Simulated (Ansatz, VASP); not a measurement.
# NaI: VASP beside Ansatz

```
Na I
1.0
     2.38247   -3.39649    0.00000
     2.38247    3.39649    0.00000
     0.00000    0.00000    4.10478
Na I
1 1
Direct
  0.00000 0.00000 0.00000
  0.50000 0.50000 0.50000
```

Alike in both runs: functional PBE; dispersion D3(BJ); k mesh 8 × 8 × 8; occupations gaussian, width 0.02 eV; no spin polarisation.

Ansatz relaxed the structure, and its values are those at the end. VASP's run is a single point on that final structure, the one shown.

|  | VASP | Ansatz |
| --- | --- | --- |
| version | VASP 6.6.1 | Ansatz 0.2.0 |
| potentials or method | VASP PAW PBE potentials, release 64 (Na_pv, I) | scalar-relativistic, plane waves, PAW |
| plane-wave cutoff (eV) | 520 | 420 |
| valence electrons in the cell | 14 | 26 |

|  | VASP | Ansatz | Ansatz less VASP |
| --- | --- | --- | --- |
| gap on the k mesh at the Fermi level (eV) | 2.49 | 2.49 | +0.002 |
| least direct gap on the mesh (eV) | 2.76 | 2.76 | +0.002 |
| pressure (GPa) | 0.0 | 0.0 | -0.01 |

The two sets of potentials don't hold the same shells in valence.

Caveats: spin-orbit coupling is left out, which moves the levels of the heavy elements. A k mesh can miss the band edges.
